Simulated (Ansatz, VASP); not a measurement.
## Two plane-wave programs on Sn

The input POSCAR:

```
Sn
1.0
    0.0426979771      3.3271577576      3.3271577576
    3.3271577576      0.0426979771      3.3271577576
    3.3271577576      3.3271577576      0.0426979771
Sn
2
Direct
    0.0010605852      0.0010605852      0.0010605852
    0.2489394148      0.2489394148      0.2489394148
```

INCAR.step1

```
SYSTEM = Sn
PREC = Accurate ; ENCUT = 520
ISMEAR = -1 ; SIGMA = 0.02
LREAL = .FALSE. ; LASPH = .TRUE.
NELM = 100 ; NBANDS = 21
GGA = PE ; ALGO = Normal
EDIFF = 1E-4 ; LWAVE = .TRUE.
LCHARG = .FALSE.
```

Contents of INCAR.step2:

```
SYSTEM = Sn
PREC = Accurate ; ENCUT = 520
EDIFF = 1E-7 ; ISMEAR = -1
SIGMA = 0.02 ; LREAL = .FALSE.
LASPH = .TRUE. ; NELM = 100
ALGO = Normal ; ISIF = 2
LWAVE = .FALSE. ; LCHARG = .TRUE.
METAGGA = R2SCAN ; LMIXTAU = .TRUE.
LELF = .TRUE. ; LVHAR = .TRUE.
NBANDS = 21 ; ISTART = 1
```

File KPOINTS:

```
regular mesh
0
G
  6 6 6
  0 0 0
```

Input for Ansatz:

```yaml
crystal:
  lattice:
    - [0.0426979771, 3.3271577576, 3.3271577576]
    - [3.3271577576, 0.0426979771, 3.3271577576]
    - [3.3271577576, 3.3271577576, 0.0426979771]
  atoms:
    - { symbol: Sn, position: [0.0010605852, 0.0010605852, 0.0010605852] }
    - { symbol: Sn, position: [0.2489394148, 0.2489394148, 0.2489394148] }
kpoints:
  mp_grid: { grid: [6, 6, 6] }
  band_path:
    path:
      - [0.0, 0.0, 0.0]
      - [0.5, 0.0, 0.5]
      - [0.625, 0.25, 0.625]
      - [0.375, 0.375, 0.75]
      - [0.5, 0.5, 0.5]
      - [0.5, 0.25, 0.75]
    npoints: 1
hamiltonian:
  xc: r2scan
scf:
  occupations: { method: fermi_dirac, width: 0.02 }
  n_extra_bands: 4
output:
  forces: true
  stress: true
  eigenvalues: true
  write_density: true
  write_potential: true
  elf: true
  volumetric_format: npy
```

Change from the starting cell: shear_111 strain +1.9%.

Alike in both runs: task single point; functional r2SCAN; k mesh 6 × 6 × 6; occupations fermi-dirac, width 0.02 eV; no spin polarisation.

|  | VASP | Ansatz |
| --- | --- | --- |
| version | VASP 6.6.1 | Ansatz 0.2.0 |
| potentials or method | VASP PAW PBE potentials, release 64 (Sn_d) | plane waves, PAW |
| plane-wave cutoff (eV) | 520 | 500 |
| valence electrons in the cell | 28 | 28 |

|  | VASP | Ansatz | Ansatz less VASP |
| --- | --- | --- | --- |
| pressure (GPa) | -0.8 | -0.8 | +0.03 |
| largest component of the traceless stress (GPa) | 0.34 | 0.34 | -0.002 |
| rms of the force components (eV/Å) | 0.003 | 0.003 | +0.0001 |

Atom by atom the forces differ by 0.000 eV/Å (rms over components).

Caveats: the PAW data sets were made with another functional, which shifts forces and pressure a little (VASP).
